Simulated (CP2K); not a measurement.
**CdS (Hawleyite) under changes of volume**

One of the cells (24.808 Å³/atom); the others are scaled copies at fixed shape and fractional positions:

```xyz
2
Lattice="4.1246 0.0000 0.0000 2.0623 3.5720 0.0000 2.0623 1.1907 3.3677" Properties=species:S:1:pos:R:3 pbc="T T T"
Cd    0.0000    0.0000    0.0000
S     6.1868    3.5720    2.5258
```

* Program: CP2K 2026.2
* Functional: r2SCAN
* Potentials or basis: POTENTIAL_UZH Cd GTH-SCAN-q12, S GTH-SCAN-q6; TZVP-MOLOPT-SCAN-GTH basis
* Density cutoff: 9184 eV
* k mesh: 8 × 8 × 8
* Occupations: fermi-dirac, width 0.0259 eV
* Spin: no spin polarisation

| volume (Å³/atom) | energy over the lowest point (meV/atom) | pressure (GPa) | gap on the mesh (eV) |
| --- | --- | --- | --- |
| 23.319 | ? | ? | ? |
| 23.815 | 24.34 | 4.8 | 1.59 |
| 24.312 | 11.46 | 3.3 | 1.55 |
| 24.808 | 3.58 | 1.8 | 1.50 |
| 25.304 | 0.00 | 0.5 | 1.46 |
| 25.800 | 0.28 | -0.7 | 1.42 |
| 26.296 | 4.03 | -1.7 | 1.37 |

Q: What does the run at 23.319 Å³/atom give?

A: Energy over the lowest point 42.08 meV/atom; pressure 6.6 GPa; gap on the mesh 1.64 eV.

Worked out: A Birch-Murnaghan fit of order 3 (a polynomial in V^(-2/3)) to the other rows has its minimum at 25.51 Å³/atom with B0 = V·E''(V) = 61 GPa and B' = 5.1. It gives 42.70 meV/atom at 23.319 Å³/atom, against the run's 42.08, and -dE/dV = 6.9 GPa, against 6.6. A straight line through the other rows of the gap, of slope -2.21 eV per unit of ln V (its deformation potential), extrapolates to 1.64 eV, against the run's 1.64.

Energies are extrapolated to zero smearing.

Caveats: the basis of atomic orbitals isn't converged, which shifts pressures, moduli and gaps.

Spin-orbit coupling on Cd is left out.
